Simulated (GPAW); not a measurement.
Here is a GPAW 26.7.0 calculation.

Contents of run.py:

```python
import spglib
from ase import Atoms
from ase.dft.bandgap import bandgap
from ase.io import read, write
from ase.units import GPa
from gpaw import GPAW, PW, setup_paths

setup_paths.insert(0, '.')

atoms = read('GaP.cif')
cell, positions, numbers = spglib.find_primitive(
    (atoms.cell[:], atoms.get_scaled_positions(), atoms.numbers), symprec=1e-4)
atoms = Atoms(numbers, cell=cell, scaled_positions=positions, pbc=True)

calc = GPAW(mode=PW(600),
            xc='PBE',
            kpts={'size': (8, 8, 8), 'gamma': True},
            occupations={'name': 'fermi-dirac', 'width': 0.05},
            nbands=11,
            convergence={'density': 1e-05, 'energy': 1e-05},
            maxiter=150,
            txt='gpaw.txt')
atoms.calc = calc
energy = atoms.get_potential_energy()
forces = atoms.get_forces()
stress = atoms.get_stress()
calc.write('gs.gpw')
write('result.traj', atoms)
print(f'Energy: {energy:.6f} eV')
print('Forces (eV/A):')
print(forces.round(4))
print('Stress (GPa):', (stress / GPa).round(3))
print('Fermi level:', round(calc.get_fermi_level(), 4), 'eV')
print(f'Gap: {bandgap(calc)[0]:.4f} eV, direct: {bandgap(calc, direct=True)[0]:.4f} eV')

path = atoms.cell.bandpath('GXWKGLUWLK,UX', npoints=80, eps=1e-4)
bs_calc = calc.fixed_density(kpts=path, symmetry='off', nbands=21,
                             convergence={'bands': 'CBM+6.0', 'eigenstates': 1e-6}, txt='bands.txt')
bs = bs_calc.band_structure()
bs.write('bs.json')
print(f'Gap on the path: {bandgap(bs_calc)[0]:.4f} eV')
```

File GaP.cif:

```cif
data_GaP
_cell_length_a 5.45050000
_cell_length_b 5.45050000
_cell_length_c 5.45050000
_cell_angle_alpha 90.00000000
_cell_angle_beta 90.00000000
_cell_angle_gamma 90.00000000
_space_group_name_H-M_alt 'F-43m'
_space_group_name_Hall 'F -4 2 3'
_space_group_IT_number 216
loop_
_space_group_symop_operation_xyz
'x,y,z'
'y,-x,-z'
'-x,-y,z'
'-y,x,-z'
'x,-y,-z'
'y,x,z'
'-x,y,-z'
'-y,-x,z'
'z,x,y'
'-z,y,-x'
'z,-x,-y'
'-z,-y,x'
'-z,x,-y'
'z,y,x'
'-z,-x,y'
'z,-y,-x'
'y,z,x'
'-x,-z,y'
'-y,z,-x'
'x,-z,-y'
'-y,-z,x'
'x,z,y'
'y,-z,-x'
'-x,z,-y'
'x,y+1/2,z+1/2'
'y,-x+1/2,-z+1/2'
'-x,-y+1/2,z+1/2'
'-y,x+1/2,-z+1/2'
'x,-y+1/2,-z+1/2'
'y,x+1/2,z+1/2'
'-x,y+1/2,-z+1/2'
'-y,-x+1/2,z+1/2'
'z,x+1/2,y+1/2'
'-z,y+1/2,-x+1/2'
'z,-x+1/2,-y+1/2'
'-z,-y+1/2,x+1/2'
'-z,x+1/2,-y+1/2'
'z,y+1/2,x+1/2'
'-z,-x+1/2,y+1/2'
'z,-y+1/2,-x+1/2'
'y,z+1/2,x+1/2'
'-x,-z+1/2,y+1/2'
'-y,z+1/2,-x+1/2'
'x,-z+1/2,-y+1/2'
'-y,-z+1/2,x+1/2'
'x,z+1/2,y+1/2'
'y,-z+1/2,-x+1/2'
'-x,z+1/2,-y+1/2'
'x+1/2,y,z+1/2'
'y+1/2,-x,-z+1/2'
'-x+1/2,-y,z+1/2'
'-y+1/2,x,-z+1/2'
'x+1/2,-y,-z+1/2'
'y+1/2,x,z+1/2'
'-x+1/2,y,-z+1/2'
'-y+1/2,-x,z+1/2'
'z+1/2,x,y+1/2'
'-z+1/2,y,-x+1/2'
'z+1/2,-x,-y+1/2'
'-z+1/2,-y,x+1/2'
'-z+1/2,x,-y+1/2'
'z+1/2,y,x+1/2'
'-z+1/2,-x,y+1/2'
'z+1/2,-y,-x+1/2'
'y+1/2,z,x+1/2'
'-x+1/2,-z,y+1/2'
'-y+1/2,z,-x+1/2'
'x+1/2,-z,-y+1/2'
'-y+1/2,-z,x+1/2'
'x+1/2,z,y+1/2'
'y+1/2,-z,-x+1/2'
'-x+1/2,z,-y+1/2'
'x+1/2,y+1/2,z'
'y+1/2,-x+1/2,-z'
'-x+1/2,-y+1/2,z'
'-y+1/2,x+1/2,-z'
'x+1/2,-y+1/2,-z'
'y+1/2,x+1/2,z'
'-x+1/2,y+1/2,-z'
'-y+1/2,-x+1/2,z'
'z+1/2,x+1/2,y'
'-z+1/2,y+1/2,-x'
'z+1/2,-x+1/2,-y'
'-z+1/2,-y+1/2,x'
'-z+1/2,x+1/2,-y'
'z+1/2,y+1/2,x'
'-z+1/2,-x+1/2,y'
'z+1/2,-y+1/2,-x'
'y+1/2,z+1/2,x'
'-x+1/2,-z+1/2,y'
'-y+1/2,z+1/2,-x'
'x+1/2,-z+1/2,-y'
'-y+1/2,-z+1/2,x'
'x+1/2,z+1/2,y'
'y+1/2,-z+1/2,-x'
'-x+1/2,z+1/2,-y'
loop_
_atom_site_label
_atom_site_type_symbol
_atom_site_symmetry_multiplicity
_atom_site_Wyckoff_symbol
_atom_site_fract_x
_atom_site_fract_y
_atom_site_fract_z
_atom_site_occupancy
Ga1 Ga 4 a 0.0000000000 0.0000000000 0.0000000000 1
P1 P 4 c 0.2500000000 0.2500000000 0.2500000000 1
```

Potentials or basis: PAW data sets generated in the run's folder for this functional, pw.

Launch:

```sh
$ gpaw-setup -f PBE Ga P
$ OMP_NUM_THREADS=1 python run.py
```

**Question.** What does it give for the pressure?

**Answer.** 4.5 GPa.

**Question.** Predict the band gap on the k mesh.

**Answer.** 1.67 eV, indirect (least direct gap 1.89 eV).

**Question.** Estimate the band gap along the path.

**Answer.** 1.62 eV, indirect (least direct gap 1.89 eV).

Levels at the corners of the path, in eV from the valence-band top:
| point | band 1 | band 2 | band 3 | band 4 | band 5 | band 6 | band 7 | band 8 | band 9 |
| --- | --- | --- | --- | --- | --- | --- | --- | --- | --- |
| Γ | -12.46 | 0.00 | 0.00 | 0.00 | 1.89 | 3.93 | 3.93 | 3.93 | 8.88 |
| X | -9.66 | -6.72 | -2.66 | -2.66 | 1.67 | 1.85 | 10.64 | 10.64 | 11.24 |
| W | -9.59 | -6.49 | -3.59 | -3.40 | 4.73 | 4.92 | 6.16 | 6.19 | 11.59 |
| K | -9.71 | -6.50 | -3.93 | -2.24 | 2.22 | 4.84 | 8.28 | 8.30 | 9.34 |
| Γ | -12.46 | 0.00 | 0.00 | 0.00 | 1.89 | 3.93 | 3.93 | 3.93 | 8.88 |
| L | -10.54 | -6.60 | -1.11 | -1.11 | 1.73 | 4.75 | 4.75 | 8.32 | 10.94 |
| U | -9.71 | -6.50 | -3.93 | -2.24 | 2.22 | 4.84 | 8.28 | 8.30 | 9.34 |
| W | -9.59 | -6.49 | -3.59 | -3.40 | 4.73 | 4.92 | 6.16 | 6.19 | 11.59 |
| L | -10.54 | -6.60 | -1.11 | -1.11 | 1.73 | 4.75 | 4.75 | 8.32 | 10.94 |
| K | -9.71 | -6.50 | -3.93 | -2.24 | 2.22 | 4.84 | 8.28 | 8.30 | 9.34 |
| U | -9.71 | -6.50 | -3.93 | -2.24 | 2.22 | 4.84 | 8.28 | 8.30 | 9.34 |
| X | -9.66 | -6.72 | -2.66 | -2.66 | 1.67 | 1.85 | 10.64 | 10.64 | 11.24 |

**Measured values to compare with.**

“Stacking defects in GaP nanowires: Electronic structure and optical properties”, 2018, arxiv:1810.01194 quotes, for a bulk crystal of GaP at 10 K: band gap 2.34 eV (indirect).

Measured gap of GaP: 2.34 eV (indirect; 10 K; quoted in “Stacking defects in GaP nanowires: Electronic structure and optical properties”, 2018, arxiv:1810.01194). This calculation gives 1.62 eV (-0.72 eV). Spin-orbit coupling on Ga is left out. The value is that of PBE, without temperature or zero-point motion. Semilocal functionals fall short of measured gaps as a rule.
